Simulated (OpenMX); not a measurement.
## CdS (Greenockite) under changes of volume

One of the cells (25.623 Å³/atom); the others are scaled copies at fixed shape and fractional positions:

```
Cd S
1.0
     4.17748    0.00000    0.00000
    -2.08874    3.61781    0.00000
     0.00000    0.00000    6.78162
Cd S
2 2
Direct
  0.66667 0.33333 0.50000
  0.33333 0.66667 0.00000
  0.66667 0.33333 0.87500
  0.33333 0.66667 0.37500
```

* Program: OpenMX 3.8.5
* Functional: PBE
* Potentials or basis: OpenMX 2013 PBE set, Cd7.0-s3p2d2, S7.0-s2p2d1f1, fixed grid of 48 × 48 × 90 points
* k mesh: 7 × 7 × 5
* Occupations: fermi-dirac, width 0.05 eV
* Spin: no spin polarisation

```tsv
volume (Å³/atom)	energy over the lowest point (meV/atom)	gap on the mesh (eV)	largest force (eV/Å)
23.614	?	?	?
24.116	35.31	1.47	0.089
24.618	20.10	1.41	0.085
25.623	2.98	1.29	0.075
26.126	0.00	1.23	0.071
26.628	0.35	1.17	0.066
```

**Question.** What does the run at 23.614 Å³/atom give?

**Answer.** Energy over the lowest point 55.47 meV/atom; gap on the mesh 1.53 eV; largest force 0.093 eV/Å.

Worked out: A Birch-Murnaghan fit of order 3 (a polynomial in V^(-2/3)) to the other rows has its minimum at 26.32 Å³/atom with B0 = V·E''(V) = 51 GPa and B' = 5.1 at fixed shape and positions, which overstates the stiffness. It gives 55.65 meV/atom at 23.614 Å³/atom, against the run's 55.47. A straight line through the other rows of the gap, of slope -3.02 eV per unit of ln V (its deformation potential), extrapolates to 1.54 eV, against the run's 1.53.

Energies are extrapolated to zero smearing.

Caveats: the basis of atomic orbitals isn't converged, which shifts pressures, moduli and gaps.

Spin-orbit coupling on Cd is left out.
